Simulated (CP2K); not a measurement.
Runs of CP2K 2026.2 on Zn. It takes space group Fm-3m (No. 225, cubic). Conventional cell: a = 3.930 Å, b = 3.930 Å, c = 3.930 Å, α = 90.00°, β = 90.00°, γ = 90.00°. Around Zn (site symmetry m-3m) lie 12 Zn at 2.78 Å. This isn't the form of Zn at room conditions, which is hcp.

```tsv
level	potentials or basis	smearing	NGRIDS	basis sets	potentials	points a segment of the path (NPOINTS)	bands added on the path	gap on the mesh (eV)	pressure (GPa)
r2SCAN	POTENTIAL_UZH Zn GTH-SCAN-q12; TZVP-MOLOPT-SCAN-GTH basis	fermi-dirac 0.0259 eV	5	Zn TZVP-MOLOPT-SCAN-GTH-q12	Zn GTH-SCAN-q12 of POTENTIAL_UZH	8	4	none	(a)
LDA	GTH_POTENTIALS Zn GTH-PADE-q12; TZVP-MOLOPT-PBE-GTH basis	fermi-dirac 0.05 eV	4	Zn TZVP-MOLOPT-PBE-GTH-q12	Zn GTH-PADE-q12 of GTH_POTENTIALS	6	2	none	-8.1
PBEsol	POTENTIAL_UZH Zn GTH-PBE-q12; TZVP-MOLOPT-PBE-GTH basis	fermi-dirac 0.0259 eV	5	Zn TZVP-MOLOPT-PBE-GTH-q12	Zn GTH-PBE-q12 of POTENTIAL_UZH	8	4	none	-5.0
TB-mBJ	POTENTIAL_UZH Zn GTH-PBE-q12; TZVP-MOLOPT-PBE-GTH basis	fermi-dirac 0.0259 eV	5	Zn TZVP-MOLOPT-PBE-GTH-q12	Zn GTH-PBE-q12 of POTENTIAL_UZH	10	2	none	-
```

Alike in all rows: task band structure; no spin polarisation; cell as given; k mesh 12 × 12 × 12.

Fill in the values left out.

(a) -4.9.

Caveats: the basis of atomic orbitals isn't converged, which shifts pressures, moduli and gaps; the potentials were made for another functional, which shifts forces and pressure (some runs); this is a model potential without an energy functional, so only levels have meaning (some runs).

A gap of «none» marks a metal or a gap under the smearing width.

Runs at the PBE level aren't shown here.
